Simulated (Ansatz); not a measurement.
# Fe: equation of state with r2SCAN

**Measured values to compare with.**

From “Pressure Induced Densification and Compression in a Reprocessed Borosilicate Glass”, 2018, pmc:5793612, for a bulk crystal of Fe: bulk modulus 166.4 GPa.

Crystal: Fe.

```
Fe
1.0
    -1.44300    1.44300    1.44300
     1.44300   -1.44300    1.44300
     1.44300    1.44300   -1.44300
Fe
1
Direct
  0.00000 0.00000 0.00000
```

- Program: Ansatz 0.2.0
- Task: equation of state
- Functional: r2SCAN
- Potentials or basis: Ansatz PAW
- Cutoff: 500 eV
- Density cutoff: 2000 eV
- k mesh: 13 × 13 × 13
- Occupations: fermi-dirac, width 0.05 eV
- Spin: collinear spin, ferromagnetic start
- Starting moments: [3.0] μB

| Property | Result |
| --- | --- |
| Equilibrium volume | 11.77 Å³/atom |
| Bulk modulus | 202 GPa |
| Pressure derivative of the bulk modulus | 5.2 |

Energy against volume, from the lowest point:
```tsv
volume (Å³/atom)	energy (meV/atom)
11.298	13.09
11.538	3.07
11.778	0.00
12.019	3.19
12.259	11.78
12.499	25.08
12.740	42.69
```

All runs of the series together: 13 s on 2 threads of Intel(R) Xeon(R) 6975P-C (Granite Rapids) (shared host).

Against the measured bulk modulus of Fe, 166.4 GPa (quoted in “Pressure Induced Densification and Compression in a Reprocessed Borosilicate Glass”, 2018, pmc:5793612), the calculated 202 GPa is off by +21.4 %. The fit is for a static lattice scaled at fixed shape and fixed fractional positions.

Caveat: the magnetic or orbital state may not be the lowest; the PAW data sets were made with another functional, which shifts forces and pressure a little.
